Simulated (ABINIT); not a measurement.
Here is an ABINIT 10.8.3 (patched build) calculation.

File run.abi:

```
# Pseudopotentials
pp_dirpath "./"
pseudos "Ta.upf, K.upf, O.upf"

# Structure
acell 7.5367947028 7.5367947028 7.5367947028
rprim
     1.0000000000     0.0000000000     0.0000000000
     0.0000000000     1.0000000000     0.0000000000
     0.0000000000     0.0000000000     1.0000000000
ntypat 3
znucl 73 19 8
natom 5
typat 1 2 3 3 3
xcart
     0.0000000000     0.0000000000     0.0000000000
     3.7683973514     3.7683973514     3.7683973514
     0.0000000000     0.0000000000     3.7683973514
     0.0000000000     3.7683973514     0.0000000000
     3.7683973514     0.0000000000     0.0000000000

# Plane-wave basis
ecut 952.398519 eV

# k points
kptopt 1
ngkpt 5 5 5
nshiftk 1
shiftk 0.0 0.0 0.0

# Exchange and correlation
ixc 7

# Bands and occupations
nband 24
occopt 3
tsmear 0.00183747

# SCF cycle
nstep 100
tolvrs 1.0e-10

# Output
iomode 3
prtwf 0
prtden 0
prteig 0
prtebands 0
prtvol 2
```

Potentials or basis: PseudoDojo NC SR LDA v0.4.1 standard.

Command:

```bash
$ mpirun --bind-to none -np 4 abinit run.abi > log 2>&1
```

Predict the band gap on the k mesh.

2.20 eV, indirect (least direct gap 2.73 eV).

Caveat: spin-orbit coupling is left out, which moves the levels of the heavy elements; an odd mesh through Γ misses points on the zone boundary, where band edges often lie. Expect the measured gap to be larger: semilocal functionals such as LDA lack the derivative discontinuity.
